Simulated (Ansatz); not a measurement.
InPd:

```xyz
2
Lattice="3.2719 0.0000 0.0000 0.0000 3.2719 0.0000 0.0000 0.0000 3.2719" Properties=species:S:1:pos:R:3 pbc="T T T"
In    0.0000    0.0000    0.0000
Pd    1.6359    1.6359    1.6359
```

The cell comes from a database or a generator and needn't be the stable form of this composition.

Base run:

| Property | Result |
| --- | --- |
| Program | Ansatz 0.2.0 |
| Functional | revPBE |
| Potentials or basis | all-electron LAPW, scalar-relativistic |
| Cutoff | 250 eV |
| Density cutoff | 1002 eV |
| Basis error allowed | 0.001 eV/atom |
| k mesh | 8 × 8 × 8 |
| Occupations | fermi-dirac, width 0.05 eV |
| Spin | no spin polarisation |

Its results: pressure 6.1 GPa.

Question: The run is repeated on the same cell with these changes: functional from revPBE to LDA. What comes out?

Answer: Pressure -7.0 GPa.

LDA binds more tightly than revPBE, so the same cell stands under less pressure.

Not every run made on this cell is shown here.
